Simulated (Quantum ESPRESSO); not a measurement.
The system is CsBr.

```
Cs Br
1.0
     4.32562    0.00000    0.00000
     0.00000    4.32562    0.00000
     0.00000    0.00000    4.32562
Cs Br
1 1
Direct
  0.00000 0.00000 0.00000
  0.50000 0.50000 0.50000
```

The cell comes from a database or a generator and needn't be the stable form of this composition.

- Program: Quantum ESPRESSO 7.5
- Task: single point
- Functional: PBE
- Potentials or basis: SSSP 1.3 efficiency PBE
- Cutoff: 748 eV
- Density cutoff: 5987 eV
- k mesh: 6 × 6 × 6
- Occupations: fermi-dirac, width 0.05 eV
- Spin: no spin polarisation

On this cell: pressure 0.6 GPa; largest force zero by symmetry; band gap on the k mesh 4.42 eV, indirect (least direct gap 4.43 eV).

The same run follows on a disturbed copy (atoms moved at random, drawn with an rms of 0.05 Å):

```
Cs Br
1.0
     4.32562    0.00000    0.00000
     0.00000    4.32562    0.00000
     0.00000    0.00000    4.32562
Cs Br
1 1
Direct
  0.01354 0.99725 0.00118
  0.50733 0.49979 0.49719
```

Task: What does the disturbed cell give?

Result: The energy moves by +0.2 meV/atom; pressure 0.6 GPa; largest force 0.025 eV/Å; band gap on the k mesh 4.42 eV, indirect (least direct gap 4.43 eV).

Forces on the atoms (eV/Å):
```
Cs  -0.020  0.008 -0.013
Br   0.020 -0.008  0.013
```

Caveats: spin-orbit coupling is left out, which moves the levels of the heavy elements.

